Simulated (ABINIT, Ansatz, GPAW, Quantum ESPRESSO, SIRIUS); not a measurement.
MnS: 6 runs at one level of theory

```
CELL_PARAMETERS angstrom
0.00000 2.47346 2.47346
2.47346 0.00000 2.47346
2.47346 2.47346 0.00000
ATOMIC_POSITIONS crystal
Mn 0.00000 0.00000 0.00000
S 0.75000 0.75000 0.75000
```

The cell is a database's computed one, not the measured one.

Alike in all runs: task band structure; functional PBEsol; k mesh 9 × 9 × 9; occupations fermi-dirac, width 0.05 eV; collinear spin, ferromagnetic start; no spin-orbit coupling. Pressure is positive in compression and, in plane waves, holds the error of the finite cutoff, which Ansatz's Pulay term estimates and takes out.

| program and potentials | plane-wave cutoff (eV) | notes | pressure (GPa) | net moment per atom (μB) |
| --- | --- | --- | --- | --- |
| Ansatz, PAW datasets made for the crystal | 340 | - | -3.01 | 0.12 |
| SIRIUS, all-electron FP-LAPW, apw+lo standard | - | - | - | 0.11 |
| Ansatz, all-electron LAPW, scalar-relativistic | - | - | -3.00 | 0.12 |
| ABINIT, PseudoDojo NC SR PBEsol v0.4.1 standard | 1306 | - | -3.13 | 0.14 |
| GPAW, PAW data sets generated for this functional | 600 | - | -2.29 | 0.11 |
| Quantum ESPRESSO, GBRV 1.5 PBEsol | 612 | - | -3.17 | 0.12 |

The pressure spans -3.17 (Quantum ESPRESSO, GBRV 1.5 PBEsol) to -2.29 GPa (GPAW, PAW data sets generated for this functional), with all-electron results at -3.00. The net moment per atom spans 0.11 (GPAW, PAW data sets generated for this functional) to 0.14 μB (ABINIT, PseudoDojo NC SR PBEsol v0.4.1 standard), with all-electron results at 0.11 to 0.12. The state is the one that the start led to, which needn't be the lowest.

The functional is the same throughout but for its coding, so the spread measures potentials, basis and numerics; runs on potential files found faulty are left out.
